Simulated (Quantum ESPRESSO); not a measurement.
The system is Ta2C.

```xyz
3
Lattice="3.1059 0.0000 0.0000 -1.5530 2.6898 0.0000 0.0000 0.0000 4.9464" Properties=species:S:1:pos:R:3 pbc="T T T"
Ta    1.5530    0.8966    3.6999
Ta    0.0000    1.7932    1.2465
C     0.0000    0.0000    0.0000
```

| Property | Result |
| --- | --- |
| Program | Quantum ESPRESSO 7.5 |
| Task | phonons |
| Functional | LDA |
| Potentials or basis | GBRV 1.5 LDA |
| Cutoff | 762 eV |
| Density cutoff | 6095 eV |
| k mesh | 8 × 8 × 5 |
| Occupations | cold, width 0.2 eV |
| Spin | no spin polarisation |
| Target pressure | 15 GPa |
| Form of the LDA correlation | PZ81 |
| Mixing beta | 0.5 |
| Most SCF iterations | 120 |
| SCF threshold | 6e-10 Ry |

The cell and the atoms were relaxed first at 15 GPa, to 12.73 Å³/atom (a = 3.027 Å, b = 3.027 Å, c = 4.813 Å, α = 90.00°, β = 90.00°, γ = 120.00°), and the response was taken there.

Task: Where do the zone-centre optical modes lie?

Result: Eg at 125 cm⁻¹ (Raman); A1g at 227 cm⁻¹ (Raman); A2u at 704 cm⁻¹ (IR); Eu at 707 cm⁻¹ (IR).

Optical modes at Γ, degenerate ones joined:
| cm⁻¹ | components | symmetry | active in |
| --- | --- | --- | --- |
| 125 | 2 | Eg | Raman |
| 227 | 1 | A1g | Raman |
| 704 | 1 | A2u | IR |
| 707 | 2 | Eu | IR |

Caveat: the mesh is thin for the phonons of a metal; the cell is more than 3 GPa from zero pressure, which shifts response properties.
